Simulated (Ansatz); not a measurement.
# TiAl3: energy along a strain

TiAl3, I4/mmm, a = 3.845 Å, c = 8.623 Å. Ansatz: PBE, PAW, 420 eV, Γ-centred 18×18×18 mesh on 4 atoms, Gaussian smearing 0.15 eV; no spin polarisation. Cell vectors (Å): -1.923 1.923 4.311; 1.923 -1.923 4.311; 1.923 1.923 -4.311. The cell is strained by x per cent times the pattern (0 1 0 0 0 0) in the order xx yy zz yz xz xy (engineering shears), with fractional coordinates held. y is the free energy over the start, V0 = 15.938 Å³/atom.

| x (%) | y (meV/atom) |
| --- | --- |
| -4.00 | 16.24 |
| -2.00 | 4.00 |
| 0.00 | 0.00 |
| 1.00 | ? |
| 3.00 | 8.22 |
| 4.00 | 14.45 |

Fit y = c1 x + c2 x² + c3 x³ to the other rows, get the stiffness along the pattern, and predict the missing energy.

Least squares on the rows shown. y = −0.031164 x + 0.95919 x² − 0.012023 x³. The clamped-ion stiffness p·C·p = 2 × 9.592 eV × 160.2 / 15.938 Å³ = 193 GPa, which is C22 in these axes; c1 is there for the stress left in the start, which by itself gives a slope of -0.03 meV/atom per %. At x = 1.00 the fit asked for gives 0.92 meV/atom. The run gave 0.92 meV/atom, the same to the digits shown.